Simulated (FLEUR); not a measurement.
## SiC (Moissanite 3C) under changes of volume

One of the cells (10.346 Å³/atom); the others are scaled copies at fixed shape and fractional positions:

```
Si C
1.0
     0.00000    2.17900    2.17900
     2.17900    0.00000    2.17900
     2.17900    2.17900    0.00000
Si C
1 1
Direct
  0.00000 0.00000 0.00000
  0.75000 0.75000 0.75000
```

```yaml
Program: FLEUR MaX-R8.1 (later development tree)
Functional: r2SCAN
Potentials_or_basis: all-electron
Basis: FLAPW
Kmax: 5.7 1/bohr
k_mesh: 10 × 10 × 10
Occupations: fermi-dirac, width 0.05 eV
Spin: no spin polarisation
```

```csv
volume (Å³/atom),energy over the lowest point (meV/atom),gap on the mesh (eV)
9.725,?,?
9.932,12.01,1.70
10.346,0.00,1.72
10.760,11.42,1.75
10.967,24.56,1.76
```

Q: What does the run at 9.725 Å³/atom give?

A: Energy over the lowest point 28.30 meV/atom; gap on the mesh 1.68 eV.

Worked out: A Birch-Murnaghan fit of order 2 (a polynomial in V^(-2/3)) to the other rows has its minimum at 10.34 Å³/atom with B0 = V·E''(V) = 227 GPa. It gives 28.39 meV/atom at 9.725 Å³/atom, against the run's 28.30. A straight line through the other rows of the gap, of slope 0.623 eV per unit of ln V, extrapolates to 1.69 eV, against the run's 1.68.

Energies are extrapolated to zero smearing.

Caveats: the meta-GGA is that of a development version, with a GGA for the radial functions and cores and without core tails.

A mesh can miss the band edges.
